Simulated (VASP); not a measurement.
Crystal: MgS.

```
S Mg
1.0
     0.00000    2.83312    2.83312
     2.83312    0.00000    2.83312
     2.83312    2.83312    0.00000
S Mg
1 1
Cartesian
  1.4166 1.4166 1.4166
  0.0000 0.0000 0.0000
```

The cell comes from a database or a generator and needn't be the stable form of this composition.

Program: VASP 6.6.1. Alike in all runs: potentials or basis VASP PAW PBE potentials, release 64 (S, Mg); no spin polarisation; cell as given; cutoff (eV) 520; smearing gaussian 0.02 eV. Hardware: 1 thread of Intel(R) Xeon(R) 6975P-C (Granite Rapids), with other jobs on the host.

Task: Order these runs on this cell by their wall time, lowest first.
A. task band structure; level PBE; k mesh 8 × 8 × 8; mesh quality not flagged
B. task single point; level PBE; k mesh 3 × 3 × 3; mesh quality coarse
C. task band structure; level r2SCAN; k mesh 8 × 8 × 8; mesh quality not flagged

Result: B (4.2 s), A (18 s), C (84 s).

Caveats: some runs use coarse meshes.
